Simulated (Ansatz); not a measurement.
MgO: band structure with PBE0

The system is MgO.

```
Mg O
1.0
     0.00000    2.25893    2.25893
     2.25893    0.00000    2.25893
     2.25893    2.25893    0.00000
Mg O
1 1
Direct
  0.00000 0.00000 0.00000
  0.50000 0.50000 0.50000
```

The cell is a database's computed one.

The cell isn't the ideal one: volume scaled by 1.25.

* Program: Ansatz 0.2.0
* Task: band structure
* Functional: PBE0
* Potentials or basis: Ansatz PAW
* Cutoff: 420 eV (not typed: the program's choice for these potentials)
* k mesh: 7 × 7 × 7
* Occupations: cold, width 0.1 eV
* Spin: no spin polarisation
* Path: [["G", "X", "W", "K", "G", "L", "U", "W", "L", "K"], ["U", "X"]]
* Points for each segment of the path: 4

- Pressure: -23.3 GPa
- Band gap on the k mesh: 5.21 eV, direct
- Band gap along the path: 5.21 eV, direct

Levels at the corners of the path, in eV from the valence-band top:
| point | band 5 | band 6 | band 7 | band 8 | band 9 | band 10 | band 11 | band 12 |
| --- | --- | --- | --- | --- | --- | --- | --- | --- |
| Γ | -17.90 | 0.00 | 0.00 | 0.00 | 5.21 | 17.19 | 17.19 | 17.19 |
| X | -16.83 | -3.56 | -1.19 | -1.19 | 10.43 | 11.16 | 13.87 | 19.03 |
| W | -16.79 | -2.55 | -2.55 | -1.55 | 12.49 | 12.89 | 12.89 | 15.71 |
| K | -16.82 | -3.02 | -2.36 | -0.99 | 11.41 | 12.31 | 13.48 | 18.33 |
| Γ | -17.90 | 0.00 | 0.00 | 0.00 | 5.21 | 17.19 | 17.19 | 17.19 |
| L | -17.01 | -4.07 | -0.52 | -0.52 | 9.05 | 13.20 | 16.94 | 16.94 |
| U | -16.82 | -3.02 | -2.36 | -0.99 | 11.41 | 12.31 | 13.48 | 18.33 |
| W | -16.79 | -2.55 | -2.55 | -1.55 | 12.49 | 12.89 | 12.89 | 15.71 |
| L | -17.01 | -4.07 | -0.52 | -0.52 | 9.05 | 13.20 | 16.94 | 16.94 |
| K | -16.82 | -3.02 | -2.36 | -0.99 | 11.41 | 12.31 | 13.48 | 18.33 |
| U | -16.82 | -3.02 | -2.36 | -0.99 | 11.41 | 12.31 | 13.48 | 18.33 |
| X | -16.83 | -3.56 | -1.19 | -1.19 | 10.43 | 11.16 | 13.87 | 19.03 |

Wall time 3.2 min on 1 thread of Arm Neoverse V2, with other jobs on the host, peak memory 0.78 GiB.

Caveat: the pressure holds a Pulay correction of +0.4 GPa for the finite cutoff; the PAW data sets come from PBE, with cores solved anew for the run's functional, which leaves a small shift of forces and pressure; the thresholds are loose for stress.
